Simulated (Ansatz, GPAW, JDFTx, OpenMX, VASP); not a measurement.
One calculation of BaTiO3, 6 ways

```
Ba Ti O
1.0
     3.99980    0.00000    0.00000
     0.00000    3.99980    0.00000
     0.00000    0.00000    4.01800
Ba Ti O
1 1 3
Direct
  0.00000 0.00000 0.00000
  0.50000 0.50000 0.49000
  0.00000 0.50000 0.51700
  0.50000 0.00000 0.51700
  0.50000 0.50000 0.01900
```

Alike in all runs: task single point; functional PBE; k mesh 7 × 7 × 7; occupations fermi-dirac, width 0.05 eV; no spin polarisation; no spin-orbit coupling. Pressure is positive in compression and, in plane waves, holds the error of the finite cutoff, which Ansatz's Pulay term estimates and takes out.

| program and potentials | plane-wave cutoff (eV) | notes | pressure (GPa) | largest force (eV/Å) |
| --- | --- | --- | --- | --- |
| OpenMX, OpenMX 2013 PBE set, Ba10.0-s3p2d2, Ti7.0-s3p2d2, O6.0-s2p2d1, grid cutoff 400 Ry | - | atomic basis | 3.90 | 0.417 |
| GPAW, GPAW PAW data sets (gpaw-data 1.2.1) | 800 | - | 3.76 | 0.250 |
| Ansatz, Ansatz PAW (earlier soft set) | 420 | Pulay term of +0.39 GPa included | 2.46 | 0.313 |
| Ansatz, all-electron LAPW, scalar-relativistic | - | - | 2.43 | 0.311 |
| VASP, PBE PAW files Ba_sv, O, Ti_sv, 520 eV | 520 | - | ? | ? |
| JDFTx, PseudoDojo-SR-PBE-0.5-standard | 1143 | - | 1.96 | 0.314 |

**Question.** Estimate from the other rows what the run with VASP, PBE PAW files Ba_sv, O, Ti_sv, 520 eV gave.

**Answer.** Pressure 4.22 GPa; largest force 0.274 eV/Å. The other rows, which needn't bracket it: pressure 1.96 to 3.90; largest force 0.250 to 0.417.
